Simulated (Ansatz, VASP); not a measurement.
# KI: VASP beside Ansatz

```xyz
2
Lattice="0.0000 3.7285 3.7285 3.7285 0.0000 3.7285 3.7285 3.7285 0.0000" Properties=species:S:1:pos:R:3 pbc="T T T"
K     0.0000    0.0000    0.0000
I     3.7285    3.7285    3.7285
```

Change from the starting cell: hydrostatic strain +5.2%.

Alike in both runs: task single point; functional r2SCAN; k mesh 6 × 6 × 6; no spin polarisation.

|  | VASP | Ansatz |
| --- | --- | --- |
| version | VASP 6.6.1 | Ansatz 0.2.0 |
| potentials or method | VASP PAW PBE potentials, release 64 (K_sv, I) | plane waves, PAW |
| plane-wave cutoff (eV) | 520 | 500 |
| occupations | gaussian, width 0.01 eV | fixed |
| valence electrons in the cell | 16 | 26 |

|  | VASP | Ansatz | Ansatz less VASP |
| --- | --- | --- | --- |
| gap on the k mesh at the Fermi level (eV) | 4.24 | 4.24 | +0.002 |
| pressure (GPa) | -1.3 | -1.3 | +0.01 |

The two sets of potentials don't hold the same shells in valence.

Caveats: the PAW data sets were made with another functional, which shifts forces and pressure a little (VASP); spin-orbit coupling is left out, which moves the levels of the heavy elements.
